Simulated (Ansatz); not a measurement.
## C under changes of volume

One of the cells (9.153 Å³/atom); the others are scaled copies at fixed shape and fractional positions:

```xyz
2
Lattice="2.1273 -1.2283 0.0000 2.1273 1.2283 0.0000 -1.3791 0.0000 3.5028" Properties=species:S:1:pos:R:3 pbc="T T T"
C    -0.6699    0.0000    3.5025
C     3.5455    0.0000    0.0003
```

This is a stacking variant of graphite.

```yaml
Program: Ansatz 0.2.0
Functional: PBEsol
Potentials_or_basis: Ansatz PAW
Cutoff: "420 eV (not typed: the program's choice for these potentials)"
k_mesh: 13 × 13 × 8
Occupations: fermi-dirac, width 0.05 eV
Spin: no spin polarisation
```

| volume (Å³/atom) | energy over the lowest point (meV/atom) | pressure (GPa) | gap on the mesh (eV) |
| --- | --- | --- | --- |
| 8.604 | 33.84 | 19.7 | 0.94 |
| 8.787 | ? | ? | ? |
| 8.970 | 4.26 | 6.6 | 0.92 |
| 9.153 | 0.00 | 0.9 | 0.92 |
| 9.336 | 1.99 | -4.3 | 0.91 |
| 9.519 | 9.67 | -9.1 | 0.90 |
| 9.702 | 22.53 | -13.4 | 0.90 |

What does the run at 8.787 Å³/atom give?

Energy over the lowest point 15.30 meV/atom; pressure 12.8 GPa; gap on the mesh 0.93 eV.

Worked out: A Birch-Murnaghan fit of order 3 (a polynomial in V^(-2/3)) to the other rows has its minimum at 9.18 Å³/atom with B0 = V·E''(V) = 269 GPa and B' = 3.5 at fixed shape and positions, which overstates the stiffness. It gives 15.31 meV/atom at 8.787 Å³/atom, against the run's 15.30, and -dE/dV = 12.9 GPa, against 12.8. A straight line through the other rows of the gap, of slope -0.343 eV per unit of ln V, gives 0.93 eV, against the run's 0.93.

Energies are extrapolated to zero smearing.

Caveats: odd divisions of the mesh miss points on the zone boundary, where band edges often lie, so the gap on the mesh can be too wide; this functional lacks dispersion, which binds the layers, so the pressure and a relaxed spacing across them are unreliable; the PAW data sets come from PBE, with cores solved anew for the run's functional, which leaves a small shift of forces and pressure.

A mesh can miss the band edges.
